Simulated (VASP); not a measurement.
# CdTe (F-43m) in VASP: a series of runs, part 2 of 2

VASP 6.6.1. The steps go on from the part before.

**3. Born charges and dielectric tensor, LDA**

INCAR

```
SYSTEM = CdTe
PREC = Accurate
ENCUT = 350
EDIFF = 1E-8
ISMEAR = 0
SIGMA = 0.02
LREAL = .False.
LASPH = .True.
NELM = 100
ALGO = Fast
ISIF = 2
LWAVE = .False.
LCHARG = .False.
GGA = CA
LEPSILON = .True.
IBRION = 8
NSW = 1
```

KPOINTS

```
Automatic mesh
0
Gamma
  4 4 4
  0 0 0
```

POSCAR

```
CdTe                                    
1.0
    0.0000000000      3.2092694300      3.2092694300
    3.2092694300      0.0000000000      3.2092694300
    3.2092694300      3.2092694300      0.0000000000
  Cd              Te            
     1     1
Direct
     1.0000000000000000    1.0000000000000000    1.0000000000000000
     0.2500000000000000    0.2500000000000000    0.2500000000000000
```

Potentials or basis: VASP PAW LDA potentials, release 64 (Cd, Te).

Run with:

```sh
$ cat potpaw_LDA.64/Cd/POTCAR potpaw_LDA.64/Te/POTCAR > POTCAR
$ mpirun -np 1 vasp_std > vasp.out
```

OUTCAR:

```text
SYSTEM = CdTe
   PREC = Accurate
   ENCUT = 350
   EDIFF = 1E-8
   ISMEAR = 0
   LREAL = .False.
   LASPH = .True.
   NELM = 100
   ISIF = 2
   GGA = CA
   LEPSILON = .True.
   IBRION = 8
   NSW = 1

 ion  position               nearest neighbor table
   1  0.000  0.000  0.000-   2 2.78   2 2.78   2 2.78   2 2.78
   2  0.250  0.250  0.250-   1 2.78   1 2.78   1 2.78   1 2.78

  LATTYP: Found a face centered cubic cell.
[... 441 lines left out ...]
      1.604635  1.604635  1.604635    -0.000000    0.684235    0.000000
[... 21 lines left out ...]
   6 f/i=    0.000805 THz     0.005055 2PiTHz    0.026838 cm-1     0.003327 meV
             X         Y         Z           dx          dy          dz
      0.000000  0.000000  0.000000    -0.123474   -0.562378   -0.369680
      1.604635  1.604635  1.604635    -0.131599   -0.599385   -0.394007

--------------------------------------------------------------------------------------------------------

 MACROSCOPIC STATIC DIELECTRIC TENSOR IONIC CONTRIBUTION
 ------------------------------------------------------
           7.143398     0.000000     0.000000
           0.000000     7.143398     0.000000
           0.000000     0.000000     7.143398
 ------------------------------------------------------

 ELASTIC MODULI CONTR FROM IONIC RELAXATION (kBar)
 Direction    XX          YY          ZZ          XY          YZ          ZX
 --------------------------------------------------------------------------------
 XX          -0.0000     -0.0000     -0.0000     -0.0000     -0.0000     -0.0000
 YY          -0.0000     -0.0000     -0.0000     -0.0000     -0.0000      0.0000
 ZZ          -0.0000     -0.0000     -0.0000     -0.0000     -0.0000     -0.0000
 XY          -0.0000     -0.0000     -0.0000   -190.7102      0.0000     -0.0000
 YZ          -0.0000     -0.0000     -0.0000      0.0000   -190.7102      0.0000
 ZX          -0.0000      0.0000     -0.0000     -0.0000      0.0000   -190.7102
 --------------------------------------------------------------------------------

 PIEZOELECTRIC TENSOR IONIC CONTR  for field in x, y, z        (C/m^2)
          XX          YY          ZZ          XY          YZ          ZX
  --------------------------------------------------------------------------------
  x     0.00000     0.00000     0.00000    -0.00000     1.09828    -0.00000
  y     0.00000    -0.00000     0.00000     0.00000    -0.00000     1.09828
  z     0.00000     0.00000     0.00000     1.09828    -0.00000    -0.00000
```

OSZICAR:

```text
N       E                     dE             d eps       ncg     rms          rms(c)
DAV:   1     0.840453448420E+02    0.84045E+02   -0.67106E+03   208   0.858E+02
DAV:   2    -0.302137136043E+01   -0.87067E+02   -0.82261E+02   223   0.249E+02
DAV:   3    -0.620479099601E+01   -0.31834E+01   -0.31769E+01   253   0.508E+01
[... 12 lines left out ...]
RMM:   7    -0.496934635002E-01    0.22501E-05   -0.31521E-07   753   0.541E-04    0.422E-04
RMM:   8    -0.496939317195E-01   -0.46822E-06   -0.61896E-08   764   0.239E-04    0.102E-04
RMM:   9    -0.496939087668E-01    0.22953E-07   -0.13078E-09   771   0.491E-05    0.129E-05
RMM:  10    -0.496939472071E-01   -0.38440E-07    0.69777E-10   739   0.926E-06    0.502E-06
RMM:  11    -0.496939633146E-01   -0.16108E-07   -0.65715E-09   638   0.296E-06    0.111E-06
RMM:  12    -0.496939666868E-01   -0.33722E-08    0.60522E-09   438   0.161E-06    0.153E-07
 Linear response finished
```

stdout:

```text
POSCAR found type information on POSCAR CdTe
 POSCAR found :  2 types and       2 ions
 scaLAPACK will be used
 LDA part: xc-table for (Slater(with rela. corr.)+CA(PZ))
 , standard interpolation
 POSCAR, INCAR and KPOINTS ok, starting setup
 FFT: planning ... GRIDC
 FFT: planning ... GRID_SOFT
 FFT: planning ... GRID
 WAVECAR not read
 entering main loop
[... 23 lines left out ...]
  Direction:   3
 dielectric tensor                  component  3 :     3.501     1.589    43.770
 Linear response DOF=           2
 Linear response progress:
 first order change of Fermi-energy  -0.10598E+00
 force on displaced ion       1 direction 1 :  -4.880   0.000   0.000
 Born effective charge ion    1 direction 1 :   2.799   0.000   0.000
 Linear response progress:
 first order change of Fermi-energy   0.10618E+00
 force on displaced ion       2 direction 1 :  -4.876  -0.000  -0.000
 Born effective charge ion    2 direction 1 :  -4.340   0.000   0.000
 Born effective charges drift removed
 Linear response finished
```

Run time: 40 s. Hardware: 1 thread of Intel Xeon 6975P-C (Granite Rapids), shared host; peak memory 0.17 GiB.

What came out:

```
Band gap on the k mesh                                  : 0.62 eV, direct
Electronic dielectric tensor (diagonal)                 : 43.77
Born charges (mean of the diagonal)                     : Cd +3.57; Te -3.57 e
Highest phonon frequency at Γ, LO-TO splitting left out : 149 cm⁻¹
```

Levels at points of the mesh, in eV from the valence-band top:
| k point | band 5 | band 6 | band 7 | band 8 | band 9 | band 10 | band 11 | band 12 | band 13 |
| --- | --- | --- | --- | --- | --- | --- | --- | --- | --- |
| (0.00, 0.00, 0.00) | -8.14 | -8.14 | 0.00 | 0.00 | 0.00 | 0.62 | 4.45 | 4.45 | 4.45 |
| (0.50, 0.00, 0.00) | -8.13 | -7.76 | -4.69 | -0.83 | -0.83 | 1.66 | 5.06 | 5.06 | 6.86 |
| (0.50, 0.50, 0.00) | -8.10 | -7.61 | -4.54 | -2.00 | -2.00 | 2.35 | 2.52 | 8.79 | 9.11 |

Phonon frequencies in cm⁻¹ (negative: imaginary):
```tsv
q point	frequencies
(0.000, 0.000, 0.000)	0 0 0 149 149 149
```

Electronic dielectric tensor:
```
43.77  0.00  0.00
 0.00 43.77  0.00
 0.00  0.00 43.77
```

Born effective charge tensors (e):
atom 1, Cd
```
3.57 0.00 0.00
0.00 3.57 0.00
0.00 0.00 3.57
```
atom 2, Te
```
-3.57  0.00  0.00
 0.00 -3.57  0.00
 0.00  0.00 -3.57
```

Caveat: the k mesh is coarse (spacing up to 0.42 Å⁻¹), so the values aren't converged; the gap is small at this level, which inflates the dielectric constant; spin-orbit coupling is left out, which moves the levels of the heavy elements. Expect the measured gap to be larger: semilocal functionals such as LDA lack the derivative discontinuity.
